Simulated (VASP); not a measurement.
A run of VASP 6.6.1:

Contents of INCAR:

```
PREC = Accurate ; ENCUT = 600
EDIFF = 1E-6 ; ISMEAR = 0
SIGMA = 0.03 ; LREAL = False
LASPH = True ; NELM = 80
ALGO = Normal ; ISIF = 3
LWAVE = False ; LCHARG = False
GGA = PS ; IBRION = 2
NSW = 90 ; EDIFFG = -0.01
KPAR = 4
```

KPOINTS

```
Automatic mesh
0
Gamma
  10 10 10
```

The input POSCAR:

```
BAs
1.0
    0.0000000000      2.3885000000      2.3885000000
    2.3885000000      0.0000000000      2.3885000000
    2.3885000000      2.3885000000      0.0000000000
B As
1 1
Direct
    0.0000000000      0.0000000000      0.0000000000
    0.2500000000      0.2500000000      0.2500000000
```

Potentials or basis: VASP PAW PBE potentials, release 64 (B, As).

The run is started by

```bash
$ cat potpaw_PBE.64/B/POTCAR potpaw_PBE.64/As/POTCAR > POTCAR
$ mpirun -np 4 vasp_std > vasp.out
```

Hardware: 4 MPI ranks on Intel(R) Xeon(R) 6975P-C (Granite Rapids), on a shared host.

**Question.** How long does it take, and how much memory?

**Answer.** It took 3 s on 4 MPI ranks on Intel(R) Xeon(R) 6975P-C (Granite Rapids), on a shared host, peak memory 0.15 GiB a rank. Counts: scf iterations 12, k points 47, ion steps 1.
